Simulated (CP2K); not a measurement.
Runs of CP2K 2026.2 on KI. It takes space group Pm-3m (No. 221, cubic). The conventional cell has a = 4.291 Å, b = 4.291 Å, c = 4.291 Å, α = 90.00°, β = 90.00°, γ = 90.00°. Around I (site symmetry m-3m) lie 8 K at 3.72 Å. K (site symmetry m-3m) has 8 I at 3.72 Å as nearest neighbours. Measurements of this composition are mostly on another form, of space group No. 225.

| level | cutoff of the non-local correlation (Ry) | gap on the mesh (eV) | pressure (GPa) |
| --- | --- | --- | --- |
| WC | - | 3.16 | -0.3 |
| vdW-DF-cx | 300 | (a) | -0.2 |
| BLYP | - | 3.44 | (c) |
| PBEsol | - | 3.12 | -0.4 |
| LDA | - | (b) | -1.4 |

Alike in all rows: task atomic charges; potentials or basis POTENTIAL_UZH I GTH-PBE-q7, K GTH-PBE-q9; TZVP-MOLOPT-PBE-GTH basis; no spin polarisation; cell as given; k mesh 6 × 6 × 6; smearing fermi-dirac 0.05 eV.

**Question.** Estimate the missing entries.

**Answer.** (a) 3.38; (b) 2.89; (c) 1.5.

Caveats: the potentials were made for another functional, which shifts forces and pressure; spin-orbit coupling is left out, which moves the levels of the heavy elements; the basis of atomic orbitals isn't converged, which shifts pressures, moduli and gaps.

A k mesh can miss the band edges, and the runs leave out spin-orbit coupling on I.

Runs at the PBE level aren't shown here.
